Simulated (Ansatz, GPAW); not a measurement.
Given: the input of a run of Ansatz 0.2.0 on CaO. The cell is a database's computed one, not the measured one.

input.yaml

```yaml
crystal:
  lattice:
    - [0.0, 2.403555696, 2.403555696]
    - [2.403555696, 0.0, 2.403555696]
    - [2.403555696, 2.403555696, 0.0]
  atoms:
    - { symbol: Ca, position: [0.0, 0.0, 0.0] }
    - { symbol: O, position: [0.5, 0.5, 0.5] }
hamiltonian:
  xc: pbe
  pseudopotentials: { kind: paw }
kpoints:
  mp_grid: { grid: [10, 10, 10] }
scf:
  occupations: { method: gaussian, width: 0.014 }
output:
  forces: true
  stress: true
  eigenvalues: true
```

Potentials or basis: Ansatz PAW.

Run with:

```bash
$ ansatz run input.yaml --threads 2 --pin off --max-ram 5632MiB --backend cpu --events-out ev --progress --plain --runs-dir out
```

Q: What does the same run look like in GPAW 26.7.0 (ASE script)? Potentials or basis there: GPAW PAW data sets (gpaw-data 1.2.1), cutoff 800 eV.

A: As run (cutoffs and basis follow the program's own potentials, and thresholds, step limits or extra output files can differ):

File run.py:

```python
from ase.dft.bandgap import bandgap
from ase.io import read, write
from ase.units import Bohr, GPa
from gpaw import GPAW, PW
from gpaw.elf import elf_from_dft_calculation

atoms = read('CaO.xyz')

calc = GPAW(mode=PW(800),
            xc='PBE',
            kpts={'size': (10, 10, 10), 'gamma': True},
            occupations={'name': 'methfessel-paxton', 'order': 0, 'width': 0.014},
            nbands=16,
            convergence={'density': 1e-05, 'energy': 1e-05},
            maxiter=150,
            txt='gpaw.txt')
atoms.calc = calc
energy = atoms.get_potential_energy()
forces = atoms.get_forces()
stress = atoms.get_stress()
calc.write('gs.gpw')
write('result.traj', atoms)
print(f'Energy: {energy:.6f} eV')
print('Forces (eV/A):')
print(forces.round(4))
print('Stress (GPa):', (stress / GPa).round(3))
print('Fermi level:', round(calc.get_fermi_level(), 4), 'eV')
print(f'Gap: {bandgap(calc)[0]:.4f} eV, direct: {bandgap(calc, direct=True)[0]:.4f} eV')

# fields on the real-space grid
write('density.cube', atoms, data=calc.get_pseudo_density() * Bohr**3)
write('potential.cube', atoms, data=calc.get_electrostatic_potential())
write('elf.cube', atoms, data=elf_from_dft_calculation(calc).data)
```

File CaO.xyz:

```xyz
2
Lattice="0.0000000000 2.4035556960 2.4035556960 2.4035556960 0.0000000000 2.4035556960 2.4035556960 2.4035556960 0.0000000000" Properties=species:S:1:pos:R:3 pbc="T T T"
Ca     0.0000000000      0.0000000000      0.0000000000
O      2.4035556960      2.4035556960      2.4035556960
```

Potentials or basis: GPAW PAW data sets (gpaw-data 1.2.1), pw.

The run is started by

```bash
$ OMP_NUM_THREADS=1 python run.py
```

Both were run:

|  | Ansatz | GPAW |
| --- | --- | --- |
| Pressure | 1.6 GPa | 2.2 GPa |

Ansatz's pressure holds a Pulay term of +0.41 GPa for its cutoff of 420 eV, which the other run lacks.

Where Ansatz's input types no cutoff or centring, it takes its own default and a Γ-centred mesh.

Pressure is positive in compression.
